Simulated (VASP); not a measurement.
# SrTiO3 (Tausonite) (Pm-3m) in VASP: a series of runs, part 2 of 2

VASP 6.6.1. Earlier steps stand in the parts before.

## Step 3: Relaxation of cell and atoms, PBEsol

This run uses another cell than the first one, of 11.82 Å³/atom, 0.992 times its volume.

File INCAR:

```
SYSTEM = SrTiO3
ALGO = Normal
EDIFF = 1E-7
EDIFFG = -0.005
ENCUT = 600
GGA = PS
IBRION = 2
ISIF = 3
ISMEAR = 0
KPAR = 2
LASPH = .TRUE.
LCHARG = .FALSE.
LREAL = .FALSE.
LWAVE = .FALSE.
NELM = 80
NSW = 90
PREC = Accurate
SIGMA = 0.03
```

File KPOINTS:

```
k-points
0
G
  8 8 8
  0 0 0
```

File POSCAR:

```
SrTiO3                                  
1.0
    3.8947475959      0.0000000000      0.0000000000
    0.0000000000      3.8947475959      0.0000000000
   -0.0000000000      0.0000000000      3.8947475959
  Sr              Ti              O             
     1     1     3
Direct
     0.5000000000000000    0.5000000000000000    0.5000000000000000
     0.0000000000000000    0.0000000000000000    0.0000000000000000
     0.5000000000000000    0.0000000000000000    0.0000000000000000
     0.0000000000000000    0.5000000000000000    0.0000000000000000
     0.0000000000000000    0.0000000000000000    0.5000000000000000
```

Potentials or basis: VASP PAW PBE potentials, release 64 (Sr_sv, Ti_sv, O).

The run is started by

```console
cat potpaw_PBE.64/Sr_sv/POTCAR potpaw_PBE.64/Ti_sv/POTCAR potpaw_PBE.64/O/POTCAR > POTCAR
mpirun -np 2 vasp_std > vasp.out
```

OUTCAR:

```text
SYSTEM = SrTiO3
   EDIFF = 1E-7
   EDIFFG = -0.005
   ENCUT = 600
   GGA = PS
   IBRION = 2
   ISIF = 3
   ISMEAR = 0
   LASPH = .TRUE.
   LREAL = .FALSE.
   NELM = 80
   NSW = 90
   PREC = Accurate

 ion  position               nearest neighbor table
   1  0.500  0.500  0.500-   3 2.75   4 2.75   5 2.75   3 2.75   4 2.75   3 2.75   5 2.75   3 2.75
                             4 2.75   5 2.75   4 2.75   5 2.75   2 3.37   2 3.37   2 3.37   2 3.37
   2  0.000  0.000  0.000-   3 1.95   4 1.95   5 1.95   5 1.95   4 1.95   3 1.95   1 3.37   1 3.37
                             1 3.37   1 3.37   1 3.37   1 3.37   1 3.37   1 3.37
   3  0.500  0.000  0.000-   2 1.95   2 1.95   1 2.75   1 2.75   1 2.75   1 2.75
   4  0.000  0.500  0.000-   2 1.95   2 1.95   1 2.75   1 2.75   1 2.75   1 2.75
   5  0.000  0.000  0.500-   2 1.95   2 1.95   1 2.75   1 2.75   1 2.75   1 2.75

  LATTYP: Found a simple cubic cell.
 ALAT       =     3.8947475959

  Lattice vectors:

 A1 = (   3.8947475959,   0.0000000000,   0.0000000000)
 A2 = (   0.0000000000,   3.8947475959,   0.0000000000)
 A3 = (   0.0000000000,   0.0000000000,   3.8947475959)

Analysis of symmetry for initial positions (statically):
=====================================================================
 Subroutine PRICEL returns:
 Original cell was already a primitive cell.
[... 188 lines left out ...]
      1     -52.0791      2.00000
      2     -28.5312      2.00000
      3     -28.4468      2.00000
      4     -28.4468      2.00000
      5     -28.4468      2.00000
      6     -13.2996      2.00000
[... 637 lines left out ...]
     23       8.2736      0.00000
     24       9.9449      0.00000

 [... further k-points ...]

------------------------ aborting loop because EDIFF is reached ----------------------------------------

  FORCE on cell =-STRESS in cart. coord.  units (eV):
  Direction    XX          YY          ZZ          XY          YZ          ZX
  --------------------------------------------------------------------------------------
  -------------------------------------------------------------------------------------
  Total       -0.0023794     -0.0023794     -0.0023794     -0.0000000     -0.0000000     -0.0000000
  in kB       -0.0645272     -0.0645272     -0.0645272     -0.0000000     -0.0000000     -0.0000000
  external PRESSURE =      -0.0645272 kB  Pullay stress =       0.0000000 kB

 VOLUME and BASIS-vectors are now :
 -----------------------------------------------------------------------------
  energy-cutoff  :      600.00
  volume of cell :       59.08
      direct lattice vectors                 reciprocal lattice vectors
     3.894747596  0.000000000  0.000000000     0.256756048  0.000000000  0.000000000
     0.000000000  3.894747596  0.000000000     0.000000000  0.256756048  0.000000000
     0.000000000  0.000000000  3.894747596     0.000000000  0.000000000  0.256756048

 POSITION                                       TOTAL-FORCE (eV/Angst)
 -----------------------------------------------------------------------------------
      1.94737      1.94737      1.94737         0.000000      0.000000      0.000000
      0.00000      0.00000      0.00000         0.000000      0.000000      0.000000
      1.94737      0.00000      0.00000         0.000000      0.000000      0.000000
      0.00000      1.94737      0.00000         0.000000      0.000000      0.000000
      0.00000      0.00000      1.94737         0.000000      0.000000      0.000000
 -----------------------------------------------------------------------------------
    total drift:                                0.000000      0.000000     -0.000000

  FREE ENERGIE OF THE ION-ELECTRON SYSTEM (eV)
  ---------------------------------------------------
  free  energy   TOTEN  =       -42.0221701628 eV

  energy  without entropy=      -42.0221701628  energy(sigma->0) =      -42.02217016

 reached required accuracy - stopping structural energy minimisation
```

OSZICAR:

```text
N       E                     dE             d eps       ncg     rms          rms(c)
DAV:   1     0.471964748512E+03    0.47196E+03   -0.23252E+04  1680   0.201E+03
DAV:   2    -0.559405166256E+01   -0.47756E+03   -0.46885E+03  2048   0.520E+02
DAV:   3    -0.492324424799E+02   -0.43638E+02   -0.42827E+02  2056   0.153E+02
DAV:   4    -0.515728045270E+02   -0.23404E+01   -0.23393E+01  2768   0.310E+01
DAV:   5    -0.516252658510E+02   -0.52461E-01   -0.52458E-01  2264   0.388E+00    0.271E+01
DAV:   6    -0.420749225435E+02    0.95503E+01   -0.61459E+01  2512   0.743E+01    0.169E+01
DAV:   7    -0.420949453727E+02   -0.20023E-01   -0.81638E+00  1952   0.220E+01    0.110E+01
DAV:   8    -0.421584256990E+02   -0.63480E-01   -0.22209E+00  2224   0.163E+01    0.362E+00
DAV:   9    -0.420261622387E+02    0.13226E+00   -0.61012E-01  2024   0.818E+00    0.947E-01
DAV:  10    -0.420308736103E+02   -0.47114E-02   -0.13230E-01  2280   0.259E+00    0.814E-01
DAV:  11    -0.420224941178E+02    0.83795E-02   -0.74134E-02  2432   0.222E+00    0.203E-01
DAV:  12    -0.420221616173E+02    0.33250E-03   -0.35661E-03  2096   0.680E-01    0.638E-02
DAV:  13    -0.420221796381E+02   -0.18021E-04   -0.21628E-04  2424   0.126E-01    0.463E-02
DAV:  14    -0.420221723219E+02    0.73162E-05   -0.96263E-05  2096   0.686E-02    0.139E-02
DAV:  15    -0.420221701369E+02    0.21851E-05   -0.19041E-05  2272   0.434E-02    0.546E-03
DAV:  16    -0.420221706351E+02   -0.49818E-06   -0.24948E-06  2264   0.170E-02    0.613E-03
DAV:  17    -0.420221701541E+02    0.48093E-06   -0.10851E-06  2008   0.153E-02    0.169E-03
DAV:  18    -0.420221701628E+02   -0.86570E-08   -0.88980E-08  1256   0.282E-03
   1 F= -.42022170E+02 E0= -.42022170E+02  d E =-.420222E+02
```

Run time: 21 s. Hardware: 2 MPI ranks of AMD EPYC 9R45 (Zen 5), shared host; peak memory 0.19 GiB.

Results:

```yaml
Free_energy: -42.0222 eV
Pressure_after_relaxing: 0.0 GPa
Band_gap_on_the_k_mesh: 1.82 eV, indirect (least direct gap 2.17 eV)
```

Final structure:
```yaml
crystal:
  lattice:
    - [3.89475, 0.00000, 0.00000]
    - [0.00000, 3.89475, 0.00000]
    - [0.00000, 0.00000, 3.89475]
  atoms:
    - { symbol: Sr, position: [0.50000, 0.50000, 0.50000] }
    - { symbol: Ti, position: [0.00000, 0.00000, 0.00000] }
    - { symbol: O, position: [0.50000, 0.00000, 0.00000] }
    - { symbol: O, position: [0.00000, 0.50000, 0.00000] }
    - { symbol: O, position: [0.00000, 0.00000, 0.50000] }
```

Caveat: the relaxation stopped at its first step, so nothing moved; the PAW data sets were made with another functional, which shifts forces and pressure a little.
